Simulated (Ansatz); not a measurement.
**Ti: response to equal strain of all cell vectors**

How does Ti answer equal strain of all cell vectors between -3 and +3 %? At each strain the shape is held and the atoms relax, within the symmetry that is left.

Program: Ansatz 0.2.0. Level of theory: DFT PBE, scalar-relativistic, plane waves, PAW. These are calculated values, not measurements.

2 further runs of the same task are left out: 2 set aside as unsound or not needed.

## 1. The structure to begin with

The structure is hexagonal, space group P6/mmm (No. 191). Conventional cell: a = 4.580 Å, b = 4.580 Å, c = 2.832 Å, α = 90.00°, β = 90.00°, γ = 120.00°. Ti (site symmetry 6/mmm) is surrounded by 14 Ti at 2.83 to 3.00 Å. Ti (site symmetry -6m2) is surrounded by 11 Ti at 2.64 to 3.00 Å.

Structure file:

```
CELL_PARAMETERS angstrom
4.57954 0.00000 0.00000
-2.28977 3.96599 0.00000
0.00000 0.00000 2.83217
ATOMIC_POSITIONS crystal
Ti 0.00000 0.00000 0.00000
Ti 0.33333 0.66667 0.50000
Ti 0.66667 0.33333 0.50000
```

It goes back to an entry of the Materials Project, which need not be the stable form.

It is the result of an earlier relaxation at this level (volume 17.15 Å³/atom; gap on the mesh: none (metal)).

## 2. Zero strain

File input.yaml:

```yaml
crystal:
  lattice:
    - [4.5795363018, 0.0, 0.0]
    - [-2.2897681509, 3.9659947749, 0.0]
    - [0.0, 0.0, 2.8321726462]
  atoms:
    - { symbol: Ti, position: [0.0, 0.0, 0.0] }
    - { symbol: Ti, position: [0.3333333333, 0.6666666667, 0.5] }
    - { symbol: Ti, position: [0.6666666667, 0.3333333333, 0.5] }
basis:
  ecutwfc: 420
kpoints:
  mp_grid: { grid: [12, 12, 14] }
hamiltonian:
  xc: pbe
scf:
  occupations: { method: gaussian, width: 0.1 }
output:
  forces: true
  stress: true
  eigenvalues: true
```

The session goes on with these runs: the cell strained by -1.0 %; the cell strained by +1.0 %; At -2.0 %; strain +2.0 %; At -3.0 %; strain +3.0 %.

Before running it: what results should come out? Wanted: (1/V) d²E/dε² at zero strain, cubic fit.

The runs gave:

| quantity | value |
| --- | --- |
| largest energy cost | 52.6 meV/atom at -3.0 % |
| (1/V) d²E/dε² at zero strain, cubic fit | 1014 GPa |

In words: The curvature of the energy, 1014 GPa, is nine times the bulk modulus at fixed shape. Compression by 3 % costs 52.6 meV/atom and stretching 45.1.
